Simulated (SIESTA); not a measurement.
# TePt under changes of volume

One of the cells (22.651 Å³/atom); the others are scaled copies at fixed shape and fractional positions:

```
Pt Te
1.0
     1.98157    1.14406    6.66103
    -1.98157    1.14406    6.66103
     0.00000   -2.28812    6.66103
Pt Te
2 2
Direct
  0.12967 0.12967 0.12967
  0.87033 0.87033 0.87033
  0.40200 0.40200 0.40200
  0.59800 0.59800 0.59800
```

| Quantity | Value |
| --- | --- |
| Program | SIESTA 5.4.2 |
| Functional | PBEsol |
| Potentials or basis | PseudoDojo 0.4 standard (PBEsol files) |
| Basis | DZP (energy shift 0.003 Ry; two zetas on semicore shells) |
| Grid cutoff | 800 Ry |
| Energy shift | 0.003 Ry |
| k mesh | 8 × 8 × 8 |
| Occupations | fermi-dirac, width 0.05 eV |
| Spin | no spin polarisation |

```tsv
volume (Å³/atom)	energy over the lowest point (meV/atom)	pressure (GPa)	largest force (eV/Å)
21.292	?	?	?
21.745	37.05	9.2	1.187
22.198	15.96	5.8	0.888
22.651	3.92	2.8	0.734
23.104	0.00	0.0	0.710
23.557	3.66	-2.5	0.673
24.010	13.86	-4.6	0.652
```

Task: What does the run at 21.292 Å³/atom give?

Result: Energy over the lowest point 68.46 meV/atom; pressure 13.2 GPa; largest force 1.566 eV/Å.

Worked out: A Birch-Murnaghan fit of order 3 (a polynomial in V^(-2/3)) to the other rows has its minimum at 23.11 Å³/atom with B0 = V·E''(V) = 134 GPa and B' = 4.1 at fixed shape and positions, which overstates the stiffness. It gives 68.19 meV/atom at 21.292 Å³/atom, against the run's 68.46, and -dE/dV = 12.9 GPa, against 13.2.

Energies are extrapolated to zero smearing.

Caveats: short orbitals over semicore shells can move pressures by several GPa; the basis of atomic orbitals isn't converged, which shifts pressures, moduli and gaps; forces of over 1 eV/Å show positions far from the minimum, so gaps and moduli don't describe the material at rest (some runs).
